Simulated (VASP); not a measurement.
Input of a VASP 6.6.1 run:

The input INCAR:

```
SYSTEM = CoO
PREC = Accurate
ENCUT = 520
EDIFF = 1E-6
ISMEAR = 0
SIGMA = 0.02
LREAL = .FALSE.
LASPH = .TRUE.
NELM = 150
ALGO = Fast
ISIF = 2
LWAVE = .FALSE.
LCHARG = .FALSE.
ISPIN = 2
MAGMOM = 2 0
LORBIT = 11
LMAXMIX = 4
GGA = PE
LOPTICS = .TRUE.
NBANDS = 40
NEDOS = 2000
CSHIFT = 0.1
```

File KPOINTS:

```
Automatic mesh
0
G
  11 11 11
  0 0 0
```

Contents of POSCAR:

```
CoO
1.0
    0.0000000000      2.1315000000      2.1315000000
    2.1315000000      0.0000000000      2.1315000000
    2.1315000000      2.1315000000      0.0000000000
Co O
1 1
Direct
    0.0000000000      0.0000000000      0.0000000000
    0.5000000000      0.5000000000      0.5000000000
```

Potentials or basis: VASP PAW PBE potentials, release 64 (Co, O).

Command:

```console
$ cat potpaw_PBE.64/Co/POTCAR potpaw_PBE.64/O/POTCAR > POTCAR
$ mpirun -np 1 vasp_std > vasp.out
```

Problem. Estimate the net moment.

Solution. 2.93 μB per cell.

Problem. What does it give for the band gap on the k mesh?

Solution. None (metal or under the smearing width).

Dielectric function (mean over the directions given):
| energy (eV) | real part | imaginary part |
| --- | --- | --- |
| 0.29 | 7.37 | 52.59 |
| 0.75 | -0.15 | 12.65 |
| 1.26 | 1.06 | 4.46 |
| 1.78 | 2.76 | 2.84 |
| 2.30 | 3.95 | 1.51 |
| 2.76 | 5.26 | 1.29 |
| 3.27 | 6.18 | 2.13 |
| 3.79 | 7.72 | 2.67 |
| 4.31 | 6.13 | 5.96 |
| 4.82 | 6.12 | 7.31 |
| 5.28 | 3.72 | 5.87 |
| 5.80 | 1.66 | 5.58 |
| 6.32 | 1.97 | 4.58 |
| 6.83 | 0.47 | 3.13 |
| 7.35 | 0.61 | 3.32 |
| 7.81 | 1.55 | 2.59 |
| 8.33 | 1.47 | 2.49 |
| 8.84 | 1.76 | 2.24 |
| 9.36 | 2.17 | 1.83 |
| 9.88 | 2.50 | 2.35 |
| 10.34 | 2.52 | 2.64 |
| 10.85 | 2.59 | 2.44 |
| 11.37 | 1.93 | 3.89 |
| 11.89 | 1.34 | 3.27 |
| 12.41 | 0.89 | 3.19 |
| 12.87 | 0.50 | 2.80 |
| 13.38 | 0.84 | 2.88 |
| 13.90 | 1.21 | 2.30 |
| 14.42 | 1.15 | 2.69 |
| 14.93 | 0.78 | 3.24 |
| 15.39 | 0.27 | 2.74 |
| 15.91 | 1.03 | 3.14 |
| 16.43 | -0.57 | 3.30 |
| 16.94 | -0.72 | 2.20 |
| 17.46 | -0.67 | 1.96 |
| 17.92 | -0.51 | 1.34 |
| 18.44 | -0.26 | 1.21 |
| 18.95 | -0.08 | 1.02 |
| 19.47 | 0.10 | 1.13 |
| 19.99 | -0.22 | 1.37 |

Caveat: spectra need much finer meshes, so this one isn't converged; independent-particle spectra lack excitons; the intraband (Drude) part of a metal's response may be missing; a cell with one magnetic atom can't hold antiferromagnetic order, which such compounds often take; semilocal functionals often make such compounds metallic where correlation or magnetic order opens a gap, which also shifts bond lengths. With open d or f shells a metallic result of PBE can be an artefact of self-interaction; +U or a hybrid may open a gap.
